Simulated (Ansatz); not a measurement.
Relaxed LaAlO3 (R-3c-perovskite type, space group R-3c):

```xyz
10
Lattice="2.7066 1.5626 4.3978 -2.7066 1.5626 4.3978 0.0000 -3.1253 4.3978" Properties=species:S:1:pos:R:3 pbc="T T T"
La     0.0000     0.0000     3.2984
La     0.0000     0.0000     9.8951
Al     0.0000     0.0000     0.0000
Al     0.0000     0.0000     6.5967
O      0.2106     1.5626     7.6962
O     -1.4586    -0.5990     7.6962
O      1.2480    -0.9637     7.6962
O     -0.2106    -1.5626     5.4973
O      1.4586     0.5990     5.4973
O     -1.2480     0.9637     5.4973
```

A phonon eigenvector at Γ is frozen into this cell: atom i moves by Q times the vector below, so Q is the largest atomic displacement, in Å. The cell is held. It is one choice among 2 degenerate patterns.

```
atom       x       y       z
----  ------  ------  ------
La1    0.000   0.039   0.000
La2    0.000   0.039   0.000
Al3    0.109  -0.994   0.000
Al4   -0.109  -0.994   0.000
O5     0.000   0.206  -0.212
O6    -0.207   0.565   0.106
O7     0.207   0.565   0.106
O8     0.000   0.206  -0.212
O9    -0.207   0.565   0.106
O10    0.207   0.565   0.106
```

These are PBE (plane waves to 420 eV, PAW, scalar-relativistic; Ansatz, a program for electronic structure) values and carry that method's errors. k mesh 8×8×8 (Γ-centred), Fermi-Dirac smearing 0.05 eV. E stands for the smeared free energy. LaAlO3 is run without spin polarisation. LaAlO3 was relaxed with its symmetry unable to fall. The zero of ΔE is the undisplaced structure.

```
Q (Å)   ΔE (meV/cell)
------  -------------
-0.100          238.8
-0.067          105.9
-0.033           26.4
0.000             0.0
0.033            26.4
0.067           105.9
0.100           238.8
```

Question: Which DFPT wavenumber at Γ belongs to this mode?
A) 286 cm⁻¹
B) 400 cm⁻¹
C) 128 cm⁻¹
D) 596 cm⁻¹

Answer: B, 400 cm⁻¹. The curvature of the scan gives 400 cm⁻¹

(A displaced cell: forces are minus the slopes of the energy, force constants its curvatures, and phonons follow from these.)
